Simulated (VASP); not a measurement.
Sb: single point with PBE

The system is Sb.

```
Sb
1.0
    -1.87134    1.87134    1.87134
     1.87134   -1.87134    1.87134
     1.87134    1.87134   -1.87134
Sb
1
Direct
  0.00000 0.00000 0.00000
```

This isn't the form of Sb at room conditions, which is rhombohedral.

- Program: VASP 6.6.1
- Task: single point
- Functional: PBE
- Potentials or basis: VASP PAW PBE potentials, release 64 (Sb_d_GW)
- Cutoff: 450 eV
- k mesh: 4 × 4 × 4
- Occupations: gaussian, width 0.02 eV
- Spin: no spin polarisation

```yaml
Pressure: 0.0 GPa
Band_gap_on_the_k_mesh: none (metal or under the smearing width)
```

Levels at points of the mesh, in eV from the Fermi level:
```tsv
k point	band 3	band 4	band 5	band 6	band 7	band 8	band 9	band 10	band 11	band 12
(0.00, 0.00, 0.00)	-29.00	-28.93	-28.93	-12.73	6.01	6.01	6.01	11.74	11.74	11.74
(0.50, 0.00, 0.00)	-28.93	-28.93	-28.87	-8.52	-5.42	2.07	4.16	6.96	7.49	14.15
(0.50, 0.50, 0.50)	-28.88	-28.88	-28.88	-5.15	-1.73	-1.73	-1.73	3.29	3.29	17.62
```

It took 3.8 s on 1 thread of Intel(R) Xeon(R) 6975P-C (Granite Rapids) (shared host), peak memory 0.13 GiB.

Caveat: the k mesh is coarse (spacing up to 0.59 Å⁻¹), so the values aren't converged. The run has no spin-orbit coupling, so splittings on Sb are missing.
